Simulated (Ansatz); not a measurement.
Set up this calculation in Ansatz 0.2.0, as the native input.

| Property | Result |
| --- | --- |
| Task | elastic constants |
| Functional | LDA |
| Potentials or basis | Ansatz PAW |
| Cutoff | 420 eV (not typed: the program's choice for these potentials) |
| k mesh | 7 × 7 × 7 |
| Occupations | fermi-dirac, width 0.05 eV |
| Spin | no spin polarisation |
| Atoms under strain | relaxed |

Crystal: HfC.

```
Hf C
1.0
     0.00000    2.32500    2.32500
     2.32500    0.00000    2.32500
     2.32500    2.32500    0.00000
Hf C
1 1
Direct
  0.50000 0.50000 0.50000
  0.00000 0.00000 0.00000
```

These files were run (other wordings do the same):

input.yaml

```yaml
crystal:
  lattice:
    - [0.0, 2.325, 2.325]
    - [2.325, 0.0, 2.325]
    - [2.325, 2.325, 0.0]
  atoms:
    - { symbol: Hf, position: [0.5, 0.5, 0.5] }
    - { symbol: C, position: [0.0, 0.0, 0.0] }
hamiltonian:
  xc: lda
  pseudopotentials: { kind: paw }
kpoints:
  mp_grid: { grid: [7, 7, 7] }
scf:
  occupations: { method: fermi_dirac, width: 0.05 }
output:
  forces: true
  stress: true
elastic:
  mode: relaxed_ion
  stencil: two_point
```

Potentials or basis: Ansatz PAW.

Command:

```sh
$ ansatz run input.yaml --threads 2 --pin off --max-ram 5632MiB --backend cpu --events-out ev --progress --plain --runs-dir out
```

It gave:

| Item | Value |
| --- | --- |
| Pressure | -11.8 GPa |
| Band gap on the k mesh | none (metal or under the smearing width) |
| Elastic constants C11, C12, C44 | 418, 110, 153 GPa |
| Voigt bulk modulus | 212 GPa |

Caveat: the cell is more than 3 GPa from zero pressure, which shifts response properties; elastic constants of metals need much finer meshes, so these are rough; the PAW data sets come from PBE, with cores solved anew for the run's functional, which leaves a small shift of forces and pressure.

Wall time 4.4 s on 2 threads of Arm Neoverse V1, with other jobs on the host, peak memory 0.32 GiB.
